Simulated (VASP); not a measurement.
**How a change of volume changes AlN (P6_3mc)**

Strain engineering needs slopes: what does a change of volume do to the lattice and the band edges of AlN?

Calculated with VASP 6.6.1; LDA; plane waves and PAW (Al, N), in the first sound run; inputs show where later runs differ.

Most raw output is cut from this account.

**1. The structure**

It takes space group P6_3mc (No. 186, hexagonal). The conventional cell has a = 3.112 Å, b = 3.112 Å, c = 4.982 Å, α = 90.00°, β = 90.00°, γ = 120.00°. Nearest to Al lie 4 N at 1.89 to 1.90 Å. N has 4 Al at 1.89 to 1.90 Å nearest. Farther neighbours and most contacts between anions are not listed.

Coordinates:

```
Al N
1.0
     3.11200    0.00000    0.00000
    -1.55600    2.69507    0.00000
     0.00000    0.00000    4.98200
Al N
2 2
Direct
  0.33333 0.66667 0.00000
  0.66667 0.33333 0.50000
  0.33333 0.66667 0.38200
  0.66667 0.33333 0.88200
```

**2. Relax the crystal, LDA**

The series starts from the cell that this level prefers, so that zero strain is near zero stress.

This step took 2 runs in a row; the last is shown.

Level: LDA; plane waves and PAW (Al, N).

Input file INCAR:

```
SYSTEM = AlN
PREC = Accurate
ENCUT = 600
EDIFF = 1E-07
NELM = 120
ISMEAR = 0
SIGMA = 0.02
LREAL = .FALSE.
ALGO = Normal
GGA = CA
NBANDS = 14
LASPH = .TRUE.
LORBIT = 11
LWAVE = .FALSE.
LCHARG = .FALSE.
KPAR = 16
IBRION = 2
NSW = 40
ISIF = 3
EDIFFG = -0.005
POTIM = 0.4
```

Input file POSCAR:

```
AlN
1.0
    3.0912639852      0.0000000000      0.0000000000
   -1.5456319926      2.6771131414      0.0000000000
    0.0000000000      0.0000000000      4.9485548541
Al N
2 2
Direct
    0.3333333333      0.6666666667      0.0000688485
    0.6666666667      0.3333333333      0.5000688485
    0.3333333333      0.6666666667      0.3819311515
    0.6666666667      0.3333333333      0.8819311515
```

Input file KPOINTS:

```
Automatic mesh
0
Gamma
11 11 6
0 0 0
```

The projector-augmented-wave data sets are Al and N (LDA family, release 64).

The run is started by

```
mpirun -np 16 vasp_std
```

Run time: 8.8 s. Hardware: 16 MPI ranks of AMD EPYC 7R43, shared host; peak memory 2.5 GiB.

This run gave:

| Item | Value |
| --- | --- |
| energy(sigma→0) of the program | -32.8426 eV |
| stress, compression positive | xx, yy, zz -0.02, -0.02, -0.02 GPa |
| volume | 40.953 Å³ |
| ionic steps | 1 |

**3. Relax at fixed volume, LDA**

One member in full: the volume is scaled by 0.99, and shape and atoms relax at that volume.

Level: LDA; plane waves and PAW (Al, N).

INCAR, as its differences from that of step 2:

```diff
@@ -15,7 +15,7 @@
 LCHARG = .FALSE.
-KPAR = 16
+KPAR = 4
 IBRION = 2
 NSW = 40
-ISIF = 3
-EDIFFG = -0.005
+ISIF = 4
+EDIFFG = -0.004
 POTIM = 0.4
```

Input file POSCAR:

```
AlN
1.0
    3.0809252324      0.0000000000      0.0000000000
   -1.5404626162      2.6681595189      0.0000000000
    0.0000000000      0.0000000000      4.9320043798
Al N
2 2
Direct
    0.3333333333      0.6666666667      0.0000688485
    0.6666666667      0.3333333333      0.5000688485
    0.3333333333      0.6666666667      0.3819311515
    0.6666666667      0.3333333333      0.8819311515
```

KPOINTS is that of step 2.

The run is started by

```
mpirun -np 4 vasp_std
```

It took 30 s on 4 MPI ranks; peak memory 0.58 GiB; 1.7 min of CPU time.

This run gave:

- energy(sigma→0) of the program: -32.8394 eV
- stress, compression positive: xx, yy, zz 2.15, 2.15, 2.12 GPa
- ionic steps: 3

**4. Dielectric response, LDA**

Linear response gives the dielectric tensors, Born charges and zone-centre modes.

Level: LDA; plane waves and PAW (Al, N).

Input file INCAR:

```
SYSTEM = AlN
PREC = Accurate
ENCUT = 600
EDIFF = 1E-08
NELM = 120
ISMEAR = 0
SIGMA = 0.02
LREAL = .FALSE.
ALGO = Normal
GGA = CA
NBANDS = 14
LASPH = .TRUE.
LWAVE = .FALSE.
LCHARG = .FALSE.
KPAR = 4
LEPSILON = .TRUE.
IBRION = 8
NSW = 1
```

Input file POSCAR:

```
AlN
1.0
    3.0817935902      0.0000000000      0.0000000000
   -1.5408967951      2.6689115388      0.0000000000
    0.0000000000      0.0000000000      4.9292253871
Al N
2 2
Direct
    0.3333333333      0.6666666667      0.9999137101
    0.6666666667      0.3333333333      0.4999137101
    0.3333333333      0.6666666667      0.3820862899
    0.6666666667      0.3333333333      0.8820862899
```

Input file KPOINTS:

```
Automatic mesh
0
Gamma
8 8 5
0 0 0
```

The run is started by

```
mpirun -np 4 vasp_std
```

The job ended after 3.3 min (4 MPI ranks; peak memory 1.5 GiB; 13 min of CPU time).

Numbers from this step:

* ε∞, diagonal: 4.39, 4.39, 4.61

**5. Band edges, TB-mBJ with spin-orbit coupling**

Short lines in KPOINTS_OPT sample the zone centre, for masses, and the other valleys.

Level: TB-mBJ, spin-orbit coupling; plane waves and PAW (Al, N).

TB-mBJ has no energy functional, so the total energy, stress and pressure in this output mean nothing.

Input file INCAR:

```
SYSTEM = AlN
PREC = Accurate
ENCUT = 600
EDIFF = 1E-06
NELM = 150
ISMEAR = 0
SIGMA = 0.02
LREAL = .FALSE.
ALGO = Normal
METAGGA = MBJ
LASPH = .TRUE.
LNONCOLLINEAR = .TRUE.
MAGMOM = 0 0 0 0 0 0 0 0 0 0 0 0
NBANDS = 26
GGA_COMPAT = .FALSE.
LSORBIT = .TRUE.
LWAVE = .FALSE.
LCHARG = .FALSE.
KPAR = 4
```

POSCAR is that of step 4.

Input file KPOINTS:

```
Automatic mesh
0
Gamma
9 9 5
0 0 0
```

Input file KPOINTS_OPT:

```
Line mode
6
Line-mode
Reciprocal
  0.00000000   0.00000000   0.00000000
  0.00000000   0.00000000   0.03922553

  0.00000000   0.00000000   0.00000000
 -0.02452413   0.01226207   0.00000000

  0.50000000   0.00000000   0.00000000
  0.50000000   0.00000000   0.50000000

  0.33333333   0.33333333   0.00000000
  0.33333333   0.33333333   0.50000000
```

The run is started by

```
mpirun -np 4 vasp_ncl
```

It took 7.4 min on 4 MPI ranks; peak memory 1.8 GiB; 30 min of CPU time.

**6. Band edges, r2SCAN**

Level: r2SCAN; plane waves and PAW (Al, N).

Input file INCAR:

```
SYSTEM = AlN
PREC = Accurate
ENCUT = 600
EDIFF = 1E-06
NELM = 100
ISMEAR = 0
SIGMA = 0.02
LREAL = .FALSE.
ALGO = Normal
METAGGA = R2SCAN
LASPH = .TRUE.
NBANDS = 13
LWAVE = .FALSE.
LCHARG = .FALSE.
KPAR = 4
```

POSCAR is that of step 5.

KPOINTS is that of step 5.

KPOINTS_OPT is that of step 5.

The run is started by

```
mpirun -np 4 vasp_std
```

Wall time 48 s (4 MPI ranks); peak memory 0.62 GiB; 3.1 min of CPU time.

Numbers from this step:

| Quantity | Value |
| --- | --- |
| energy(sigma→0) of the program | -116.1163 eV |
| stress, compression positive | xx, yy, zz 4.69, 4.69, 4.79 GPa |

The run ends at a pressure of 4.73 GPa, with forces up to 0.0035 eV/Å.

**7. All members**

Runs beyond LDA use the data sets made with LDA; this shifts their levels slightly, and their total energies have another zero (at TB-mBJ, which has no energy functional, they mean nothing).

The other members went through these steps as far as the tables show, with the same cutoff and, step by step, the same mesh; 33 runs are not shown, of which 1 ended short or failed. The session took 7.6 core hours (wall time by ranks) on a shared machine.

The dielectric columns come from linear-response runs at LDA, run where the gap exceeds a picked 1.2 eV, on a mesh of 8×8×5.

| volume over the relaxed volume | volume (Å³/atom) | pressure (GPa) | energy above the unstrained row (meV/atom) | gap on the mesh, LDA (eV) | ε∞ (mean) | static ε (mean) | largest Born charge, mean of the diagonal (e) | lowest optical mode (cm⁻¹) | highest mode without LO–TO splitting (cm⁻¹) |
| --- | --- | --- | --- | --- | --- | --- | --- | --- | --- |
| 0.940 | 9.624 | 14.688 | 27.435 | 4.925 | 4.382 | 7.900 | 2.558 | 238.364 | 784.052 |
| 0.960 | 9.829 | 9.301 | 11.928 | 4.746 | 4.413 | 8.067 | 2.560 | 238.703 | 765.525 |
| 0.980 | 10.033 | 4.411 | 2.984 | 4.572 | 4.445 | 8.244 | 2.562 | 239.038 | 747.984 |
| 0.990 | 10.136 | 2.139 | 0.782 | 4.485 | 4.462 | 8.336 | 2.563 | 239.220 | 739.431 |
| 1 | 10.238 | -0.024 | 0.000 | 4.401 | 4.480 | 8.428 | 2.564 | 239.266 | 731.292 |
| 1.010 | 10.341 | -2.088 | 0.570 | 4.315 | 4.498 | 8.525 | 2.565 | 239.376 | 723.274 |
| 1.020 | 10.443 | -4.051 | 2.422 | 4.233 | 4.516 | 8.621 | 2.567 | 239.342 | 715.655 |
| 1.040 | 10.648 | -7.703 | 9.756 | 4.070 | 4.554 | 8.821 | 2.569 | 239.385 | 700.962 |
| 1.060 | 10.852 | -11.016 | 21.538 | 3.910 | 4.594 | 9.033 | 2.571 | 239.375 | 686.617 |

A cubic of the pressure in ln(V/V₀) through all rows has the slope −B at V₀: B = 211 GPa, and its curvature gives B′ = 3.9.

Band edges at TB-mBJ with spin-orbit coupling, counted from the valence-band top at Γ, spin-orbit pairs averaged, with one row partly withheld:

| volume over the relaxed volume | gap (eV) | conduction band at Γ (eV) | lowest conduction level on M–L (eV) | second valence level below the top (eV) | third valence level below the top (eV) |
| --- | --- | --- | --- | --- | --- |
| 0.960 | 5.887 | 5.887 | 6.618 | 0.273 | 0.285 |
| 0.980 | 5.709 | 5.709 | 6.551 | 0.247 | 0.259 |
| 0.990 | 5.621 | 5.622 | 6.517 | 0.236 | 0.248 |
| 1 | 5.535 | 5.535 | 6.484 | 0.224 | 0.237 |
| 1.010 | 5.448 | 5.448 | 6.450 | 0.217 | 0.229 |
| 1.020 | ? | ? | 6.417 | 0.206 | 0.219 |
| 1.040 | 5.198 | 5.198 | 6.350 | 0.189 | 0.201 |
| 1.060 | 5.033 | 5.033 | 6.281 | 0.176 | 0.189 |

Conduction masses, in electron masses:

| volume over the relaxed volume | conduction mass at Γ, along the strain axis or the normal of the plane | conduction mass at Γ, across the strain axis or in the plane |
| --- | --- | --- |
| 0.960 | 0.348 | 0.360 |
| 0.980 | 0.342 | 0.354 |
| 0.990 | 0.336 | 0.348 |
| 1 | 0.335 | 0.348 |
| 1.010 | 0.329 | 0.346 |
| 1.020 | 0.326 | 0.340 |
| 1.040 | 0.319 | 0.333 |
| 1.060 | 0.313 | 0.329 |

Band edges at r2SCAN, counted from the valence-band top at Γ:

| volume over the relaxed volume | gap (eV) | conduction band at Γ (eV) | lowest conduction level on M–L (eV) | second valence level below the top (eV) | third valence level below the top (eV) |
| --- | --- | --- | --- | --- | --- |
| 0.940 | 5.610 | 5.611 | 5.869 | 0.324 | 0.324 |
| 0.960 | 5.422 | 5.423 | 5.810 | 0.292 | 0.292 |
| 0.980 | 5.240 | 5.240 | 5.751 | 0.265 | 0.265 |
| 0.990 | 5.149 | 5.149 | 5.721 | 0.253 | 0.253 |
| 1 | 5.061 | 5.061 | 5.692 | 0.241 | 0.241 |
| 1.010 | 4.971 | 4.971 | 5.662 | 0.233 | 0.233 |
| 1.020 | 4.884 | 4.884 | 5.633 | 0.222 | 0.222 |
| 1.040 | 4.713 | 4.713 | 5.575 | 0.203 | 0.203 |
| 1.060 | 4.545 | 4.545 | 5.515 | 0.190 | 0.190 |

Conduction masses, in electron masses:

| volume over the relaxed volume | conduction mass at Γ, along the strain axis or the normal of the plane | conduction mass at Γ, across the strain axis or in the plane |
| --- | --- | --- |
| 0.940 | 0.331 | 0.338 |
| 0.960 | 0.323 | 0.331 |
| 0.980 | 0.315 | 0.325 |
| 0.990 | 0.310 | 0.321 |
| 1 | 0.305 | 0.317 |
| 1.010 | 0.303 | 0.315 |
| 1.020 | 0.298 | 0.312 |
| 1.040 | 0.290 | 0.304 |
| 1.060 | 0.283 | 0.298 |

**8. Working out the slope**

The quantity to fit is the conduction level at Γ above the mean of the three top valence levels at TB-mBJ with spin-orbit coupling: 6.073, 5.878, 5.783, 5.689, 5.597, 5.328, 5.155 eV in the rows shown.

A least-squares parabola through the 7 rows shown, with u the logarithm of the volume ratio: E = 2.383 u² − 9.306 u + 5.689 (eV), r.m.s. residual 5.7e-5 eV.

At u = 0.01980 this predicts 5.5059 eV.

**9. The withheld row**

The calculation gives 5.5058 eV, so the prediction is 0.0001 eV too high.

**10. Outcome**

```
bulk modulus                                                                                                           : 211 GPa
gap of the unstrained cell, TB-mBJ with spin-orbit coupling                                                            : 5.54 eV
gap of the unstrained cell, r2SCAN                                                                                     : 5.06 eV
dE/d ln V of the conduction level at Γ above the mean of the three top valence levels, TB-mBJ with spin-orbit coupling : -9.31 eV
error of the predicted row                                                                                             : 0.1 meV
```

In words: The slope of the energy gives 0.15 GPa at the relaxed volume where the pressure column has -0.02 GPa, a mark of the finite basis. The electronic dielectric constant goes from 4.38 at 0.94 to 4.59 at 1.06 of the relaxed volume; d ln / d ln V = 0.39. The static dielectric constant goes from 7.90 at 0.94 to 9.03 at 1.06 of the relaxed volume; d ln / d ln V = 1.12. The highest mode without LO–TO splitting (cm⁻¹) goes from 784 at 0.94 to 687 at 1.06 of the relaxed volume; d ln / d ln V = -1.10; the highest mode need not be the same one at all volumes. At TB-mBJ with spin-orbit coupling the lowest conduction valley is Γ throughout, and the gap runs between 5.03 and 5.89 eV. At r2SCAN the lowest conduction valley is Γ throughout, and the gap runs between 4.54 and 5.61 eV. Hole masses are left out throughout, since the top bands are degenerate or cross in many series; of conduction masses, those of the Γ, L and (for Si and Ge under (001) strain) Δ valleys are kept where they change by under an eighth between rows. A measured gap of unstrained AlN is 6.09 eV (arxiv:2305.10542, direct gap at Gamma, from Gamma5 n->infinity transition (exciton continuum) in CL, 10 K); the static gaps here belong to the lattice relaxed at LDA. TB-mBJ is a potential fitted for gaps; it has no energy functional, so its total energies and forces mean nothing, and its bands tend to come out too narrow. r2SCAN opens gaps somewhat over GGA but leaves them below measured values as a rule. Spin-orbit coupling is left out at r2SCAN, so the valence splittings there lack it. Temperature, zero-point motion and excitons are left out.

[Lines on the potential files, build, host, timing and source positions are cut from VASP's logs without a mark.]

[Logs are printed without paths, hosts, clocks, repeated set-up lines and the standing remarks that a program may print on its own settings, such as how far it seeks lower states.]

[Hosts, paths, dates, database ids (printed as entryN), source tags and the programs' standing remarks are cut or masked in the printed files.]

[In band tables of VASP the shares of atoms and orbitals are scaled to a sum of 1 inside the atoms' spheres.]
